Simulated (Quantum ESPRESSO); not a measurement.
MgS (Niningerite) in Quantum ESPRESSO: the effect of functional

MgS (Niningerite):

```
S Mg
1.0
     0.00000    2.60165    2.60165
     2.60165    0.00000    2.60165
     2.60165    2.60165    0.00000
S Mg
1 1
Direct
  0.50000 0.50000 0.50000
  0.00000 0.00000 0.00000
```

Alike in all runs:

* Program: Quantum ESPRESSO 7.5
* Task: dielectric tensor
* Cutoff: 612 eV
* Density cutoff: 4898 eV
* k mesh: 6 × 6 × 6, shifted
* Occupations: fermi-dirac, width 0.05 eV
* Spin: no spin polarisation

Problem. One run gave: pressure 1.0 GPa; dielectric constant 5.42 mean. Which functional did it use?
A. AM05
B. WC
C. LDA
D. PBEsol
E. PBE

Solution. E.

```tsv
functional	potentials or basis	pressure (GPa)	dielectric constant (mean)
LDA	GBRV 1.5 LDA	-3.4	5.60
PBE	GBRV 1.5 PBE	1.0	5.42
PBEsol	GBRV 1.5 PBEsol	-1.1	5.54
WC	GBRV 1.5 PBE	-0.7	5.53
BLYP	GBRV 1.5 PBE	3.8	5.23
AM05	GBRV 1.5 PBE	-0.6	5.54
```

Caveats: the potentials were made for another functional, which shifts forces and pressure (some runs); the cell is more than 3 GPa from zero pressure, which shifts response properties (some runs).
